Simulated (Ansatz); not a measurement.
Here is an Ansatz 0.2.0 calculation.

Contents of input.yaml:

```yaml
crystal:
  lattice:
    - [1.816178, -2.117624, 0.0]
    - [1.816178, 2.117624, 0.0]
    - [0.0, 0.0, 3.803934]
  atoms:
    - { symbol: Ti, position: [0.5, 0.5, 0.0] }
    - { symbol: Si, position: [0.0, 0.0, 0.5] }
hamiltonian:
  xc: pbesol
  pseudopotentials: { kind: paw }
kpoints:
  mp_grid: { grid: [6, 6, 4] }
  band_path:
    path:
      - [[0.0, 0.0, 0.0], [0.4338904303, 0.4338904303, 0.0], [0.0, 0.5, 0.0], [0.0, 0.5, 0.5], [0.4338904303, 0.4338904303, 0.5], [0.0, 0.0, 0.5], [0.0, 0.0, 0.0], [-0.5, 0.5, 0.0], [-0.4338904303, 0.5661095697, 0.0], [-0.4338904303, 0.5661095697, 0.5], [-0.5, 0.5, 0.5], [-0.5, 0.5, 0.0]]
      - [[0.0, 0.0, 0.5], [-0.5, 0.5, 0.5]]
    npoints: 14
scf:
  occupations: { method: fermi_dirac, width: 0.05 }
  n_extra_bands: 6
output:
  forces: true
  stress: true
  eigenvalues: true
  fatbands: false
  write_density: true
  write_potential: true
  elf: true
  volumetric_format: npy
```

Potentials or basis: Ansatz PAW.

Run with:

```sh
$ ansatz run input.yaml --threads 2 --pin off --max-ram 5632MiB --backend cpu --events-out ev --progress --plain --runs-dir out
```

Problem. Estimate the band gap on the k mesh.

Solution. None (metal or under the smearing width).

Problem. What does it give for the pressure?

Solution. -4.4 GPa.

Stress tensor (GPa, compression positive):
```
-4.10  0.00  0.00
 0.00 -4.78  0.00
 0.00  0.00 -4.39
```

Caveat: the k mesh is coarse (spacing up to 0.41 Å⁻¹), so the values aren't converged; the PAW data sets come from PBE, with cores solved anew for the run's functional, which leaves a small shift of forces and pressure.
